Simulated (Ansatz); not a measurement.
# Elastic constants of BaS (Fm-3m), step by step

```
CELL_PARAMETERS angstrom
0.00000 3.16630 3.16630
3.16630 0.00000 3.16630
3.16630 3.16630 0.00000
ATOMIC_POSITIONS crystal
Ba 0.00000 0.00000 0.00000
S 0.50000 0.50000 0.50000
```

Level of theory, where no other is named: PBEsol, all-electron LAPW in Ansatz 0.2.0, scalar-relativistic. k mesh 6×6×6, fixed occupations, basis error target 1 meV/atom. The cell was relaxed by PAW under this functional.

The cell is cubic and carries a residual pressure of -0.01 GPa at this level. Each strain component that symmetry leaves independent is applied at ±0.008, the ions relax wherever a strain frees them, and the stress (tension positive, GPa) is read. Shears are engineering strains, γ = 2ε.

```csv
strain,size,σxx,σyy,σzz,σyz,σxz,σxy
xx,-0.008,-0.8625,-0.1285,-0.1285,0.0000,0.0000,0.0000
xx,+0.008,0.8034,0.1541,0.1541,0.0000,0.0000,0.0000
yz,-0.008,0.0162,0.0150,0.0150,-0.1465,0.0000,0.0000
yz,+0.008,0.0162,0.0150,0.0150,0.1465,0.0000,0.0000
```

A central difference gives one constant, for example C11 ≈ (0.8034 − (-0.8625))/(0.016) = 104.1 GPa; the program then imposes the crystal's symmetry on the whole matrix.

(1) What are the independent elastic constants?

(2) Do they meet the Born conditions?

(3) What moduli does a random aggregate of grains have?

(4) With the density of 4.430 g/cm³, how fast does sound travel, and what Debye temperature follows?

(5) How far do the constants move if PAW replaces LAPW in the same cell?

(6) How far do the constants move if all-electron PAW (datasets made for the crystal) replaces LAPW in the same cell?

(7) How do the constants change if the ions are clamped to the homogeneous strain?

Results:

(1) C11 = 104.1, C12 = 17.7, C44 = 18.3 GPa.

(2) C11 − C12 = 86.5, C11 + 2C12 = 139.4 and C44 = 18.3 GPa must all be positive, so the crystal is elastically stable; that says nothing yet of its phonons.

(3) B = (C11 + 2C12)/3 = 46.5 GPa. G_V = (C11 − C12 + 3C44)/5 = 28.3 and G_R = 5(C11 − C12)C44/(4C44 + 3(C11 − C12)) = 23.8, so G_H = 26.0 GPa. Then E = 9BG/(3B + G) = 65.8 GPa, ν = (3B − 2G)/(6B + 2G) = 0.264 and B/G = 1.78, on the ductile side of Pugh's 1.75 (a rule of thumb, made for metals; it doesn't predict ductility here).

(4) 

```json
{"direction": "[100]", "slow (m/s)": "2033", "middle (m/s)": "2033", "fast (m/s)": "4848"}
{"direction": "[110]", "slow (m/s)": "2033", "middle (m/s)": "3124", "fast (m/s)": "4228"}
{"direction": "[111]", "slow (m/s)": "2808", "middle (m/s)": "2808", "fast (m/s)": "4000"}
```

The mean of v⁻³ over directions and branches gives v_m = 2648 m/s and θ_D = (ħ/k_B) v_m (6π²n)^(1/3) = 249 K, n being atoms per volume. Young's modulus spans 49 to 99 GPa over directions, and the universal anisotropy index is 0.94.

(5) 

```csv
constant,LAPW (GPa),PAW (GPa),difference
C11,104.1,104.1,0.0
C12,17.7,17.7,0.0
C44,18.3,18.3,0.0
```

(6) 

```tsv
constant	LAPW (GPa)	all-electron PAW (datasets made for the crystal) (GPa)	difference
C11	104.1	104.0	-0.1
C12	17.7	17.7	0.0
C44	18.3	18.3	0.0
```

(7) None moves by more than 0.3 GPa: by symmetry a homogeneous strain puts no force on these sites.

Limits of these numbers: the frozen-core PAW files of the compared runs were fitted under PBE, their cores solved anew for this functional.
